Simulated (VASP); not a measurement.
PbSe (Clausthalite):

```xyz
2
Lattice="0.0000 3.0606 3.0606 3.0606 0.0000 3.0606 3.0606 3.0606 0.0000" Properties=species:S:1:pos:R:3 pbc="T T T"
Pb    0.0000    0.0000    0.0000
Se    3.0606    3.0606    3.0606
```

- Program: VASP 6.6.1
- Task: relaxation of cell and atoms
- Functional: RPBE
- Dispersion: D3
- Potentials or basis: VASP PAW PBE potentials, release 64 (Pb_d, Se)
- Cutoff: 600 eV
- k mesh: 8 × 8 × 8
- Occupations: fermi-dirac, width 0.05 eV
- Spin: no spin polarisation

At the start: pressure 2.9 GPa; volume 28.67 Å³/atom.

Where does the relaxation end?

Over 3 steps the energy falls by 14.7 meV/atom and the volume is 30.52 Å³/atom (+6.4 %); space group Fm-3m (No. 225, to 0.05 Å).

The path:
```tsv
step	energy change (eV)	largest force (eV/Å)	pressure (GPa)	volume (Å³)
1	0.0000	0.0000	2.86	57.34
2	-0.0286	0.0000	-0.31	61.70
3	-0.0294	0.0000	-0.03	61.04
```

Final structure:
```
Pb Se
1.0
     0.00000    3.12502    3.12502
     3.12502    0.00000    3.12502
     3.12502    3.12502    0.00000
Pb Se
1 1
Direct
  0.00000 0.00000 0.00000
  0.50000 0.50000 0.50000
```

The cell as given is a measured one (28.67 Å³/atom); RPBE+D3 puts the equilibrium volume +6.4 % from it, thermal expansion not counted.

Caveat: the PAW data sets were made with another functional, which shifts forces and pressure a little.
